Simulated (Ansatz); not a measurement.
# SiO2: the cost of one run

Program: Ansatz 0.2.0. Level of theory: DFT PBE+D3(BJ), scalar-relativistic, plane waves, PAW. These are calculated values, not measurements.

## 1. Starting point

It takes space group Ibam (No. 72, orthorhombic). Conventional cell: a = 4.720 Å, b = 8.360 Å, c = 5.160 Å, α = 90.00°, β = 90.00°, γ = 90.00°. Si (site symmetry 222) has 4 O at 1.87 Å as nearest neighbours. Around O (site symmetry m) lie 2 Si at 1.87 Å.

As a file:

```
CELL_PARAMETERS angstrom
-2.36000 4.18000 2.58000
2.36000 -4.18000 2.58000
2.36000 4.18000 -2.58000
ATOMIC_POSITIONS crystal
Si 0.75000 0.75000 0.00000
Si 0.25000 0.25000 0.00000
O 0.89000 0.79100 0.68100
O 0.39000 0.70900 0.09900
O 0.61000 0.29100 0.90100
O 0.11000 0.20900 0.31900
```

Source of the structure: the Crystallography Open Database.

## 2. Quick check of gap, pressure and forces

Contents of input.yaml:

```yaml
crystal:
  lattice:
    - [-2.36, 4.18, 2.58]
    - [2.36, -4.18, 2.58]
    - [2.36, 4.18, -2.58]
  atoms:
    - { symbol: Si, position: [0.75, 0.75, 0.0] }
    - { symbol: Si, position: [0.25, 0.25, 0.0] }
    - { symbol: O, position: [0.89, 0.791, 0.681] }
    - { symbol: O, position: [0.39, 0.709, 0.099] }
    - { symbol: O, position: [0.61, 0.291, 0.901] }
    - { symbol: O, position: [0.11, 0.209, 0.319] }
basis:
  ecutwfc: 420
kpoints:
  mp_grid: { grid: [6, 6, 6] }
hamiltonian:
  xc: pbe
  dispersion: d3bj
scf:
  occupations: { method: gaussian, width: 0.1 }
output:
  forces: true
  stress: true
  eigenvalues: true
```

Run with:

```
$ ansatz run input.yaml --threads 4 --pin off --max-ram 5120MiB --backend cpu --events-out ev --progress --plain --runs-dir out
```

Q: Estimate wall time and peak memory on 4 threads of an Arm CPU, shared host.

About 1.7 s, with a peak of 0.42 GiB.
